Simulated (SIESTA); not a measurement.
Crystal: Cu.

```
Cu
1.0
     0.00000    1.80750    1.80750
     1.80750    0.00000    1.80750
     1.80750    1.80750    0.00000
Cu
1
Direct
  0.00000 0.00000 0.00000
```

Base run:

| Item | Value |
| --- | --- |
| Program | SIESTA 5.4.2 |
| Functional | PBE |
| Potentials or basis | PseudoDojo 0.4 standard (PBE files) |
| Basis | SZP (energy shift 0.003 Ry) |
| Grid cutoff | 800 Ry |
| Energy shift | 0.003 Ry |
| k mesh | 13 × 13 × 13 |
| Occupations | fermi-dirac, width 0.05 eV |
| Spin | no spin polarisation |

Its results: band gap on the k mesh none (metal or under the smearing width); pressure -0.8 GPa.

The run is repeated on the same cell with these changes: basis from SZP (energy shift 0.003 Ry) to TZDP (energy shift 0.003 Ry; two zetas on semicore shells). What comes out?

Band gap on the k mesh none (metal or under the smearing width); pressure 1.0 GPa.

Caveats: short orbitals over semicore shells can move pressures by several GPa; the basis of atomic orbitals isn't converged, which shifts pressures, moduli and gaps.
